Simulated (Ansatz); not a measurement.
Structure types of Y were relaxed at one common pressure (all-electron LAPW in Ansatz 0.2.0 under PBE, scalar-relativistic, no spin polarisation, zero temperature). They take these volumes:

```tsv
type	space group	V (Å³/atom)
fcc	Fm-3m	15.93
bcc	Im-3m	15.98
hcp	P6_3/mmc	16.00
beta tin	I4_1/amd	15.98
dhcp	P6_3/mmc	15.97
diamond	Fd-3m	17.41
```

**Question.** At about which pressure, and is the densest type also the lowest in enthalpy?

**Answer.** 81 GPa. The densest is fcc, and it is also the lowest in enthalpy among these.
